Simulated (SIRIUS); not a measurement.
# ZnO (zincite) under changes of volume

One of the cells (12.138 Å³/atom); the others are scaled copies at fixed shape and fractional positions:

```
Zn O
1.0
     3.27083    0.00000    0.00000
    -1.63541    2.83262    0.00000
     0.00000    0.00000    5.24018
Zn O
2 2
Cartesian
  1.6354 0.9442 0.0000
  0.0000 1.8884 2.6201
  0.0000 1.8884 4.6062
  1.6354 0.9442 1.9861
```

```yaml
Program: SIRIUS 7.12.0
Functional: PBEsol
Potentials_or_basis: all-electron FP-LAPW
Cutoff: 344 eV
Basis: apw+lo standard
k_mesh: 9 × 9 × 5
Occupations: fermi-dirac, width 0.05 eV
Spin: no spin polarisation
```

```csv
volume (Å³/atom),energy over the lowest point (meV/atom),gap on the mesh (eV)
11.186,?,?
11.424,4.40,0.78
11.662,0.00,0.75
12.138,4.40,0.69
12.376,12.42,0.66
12.614,23.71,0.64
```

Task: What does the run at 11.186 Å³/atom give?

Result: Energy over the lowest point 13.98 meV/atom; gap on the mesh 0.81 eV.

Worked out: A Birch-Murnaghan fit of order 3 (a polynomial in V^(-2/3)) to the other rows has its minimum at 11.77 Å³/atom with B0 = V·E''(V) = 145 GPa and B' = 4.2 at fixed shape and positions, which overstates the stiffness. It gives 13.89 meV/atom at 11.186 Å³/atom, against the run's 13.98. A straight line through the other rows of the gap, of slope -1.44 eV per unit of ln V (its deformation potential), extrapolates to 0.81 eV, against the run's 0.81.

Energies are extrapolated to zero smearing.
